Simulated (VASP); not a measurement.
Here is a VASP 6.6.1 calculation.

INCAR

```
PREC = Accurate
ENCUT = 520
EDIFF = 1E-6
ISMEAR = 0
SIGMA = 0.02
LREAL = False
LASPH = True
NELM = 60
ALGO = Normal
ISIF = 2
LWAVE = False
LCHARG = False
MAGMOM = 0 0 0 0 0 0
LORBIT = 11
LSORBIT = True
GGA_COMPAT = False
GGA = PE
```

KPOINTS

```
regular mesh
0
Gamma
  8 8 8
```

The input POSCAR:

```
CdS
1.0
    0.0000000000      2.9165000000      2.9165000000
    2.9165000000      0.0000000000      2.9165000000
    2.9165000000      2.9165000000      0.0000000000
Cd S
1 1
Direct
    0.0000000000      0.0000000000      0.0000000000
    0.7500000000      0.7500000000      0.7500000000
```

KPOINTS_OPT

```
path GXWKGLUWLK,UX
20
line-mode
reciprocal
 0.0000000000  0.0000000000  0.0000000000  G
 0.5000000000  0.0000000000  0.5000000000  X

 0.5000000000  0.0000000000  0.5000000000  X
 0.5000000000  0.2500000000  0.7500000000  W

 0.5000000000  0.2500000000  0.7500000000  W
 0.3750000000  0.3750000000  0.7500000000  K

 0.3750000000  0.3750000000  0.7500000000  K
 0.0000000000  0.0000000000  0.0000000000  G

 0.0000000000  0.0000000000  0.0000000000  G
 0.5000000000  0.5000000000  0.5000000000  L

 0.5000000000  0.5000000000  0.5000000000  L
 0.6250000000  0.2500000000  0.6250000000  U

 0.6250000000  0.2500000000  0.6250000000  U
 0.5000000000  0.2500000000  0.7500000000  W

 0.5000000000  0.2500000000  0.7500000000  W
 0.5000000000  0.5000000000  0.5000000000  L

 0.5000000000  0.5000000000  0.5000000000  L
 0.3750000000  0.3750000000  0.7500000000  K

 0.6250000000  0.2500000000  0.6250000000  U
 0.5000000000  0.0000000000  0.5000000000  X
```

Potentials or basis: VASP PAW PBE potentials, release 64 (Cd, S).

Command:

```console
$ cat potpaw_PBE.64/Cd/POTCAR potpaw_PBE.64/S/POTCAR > POTCAR
$ mpirun -np 1 vasp_ncl > vasp.out
```

Q: Estimate the net moment.

A: 0.00 μB per cell.

Q: What does it give for the pressure?

A: 3.1 GPa.

Moments on the atoms (μB; x, y, z):
```
Cd  0.00 0.00 0.00
S   0.00 0.00 0.00
```
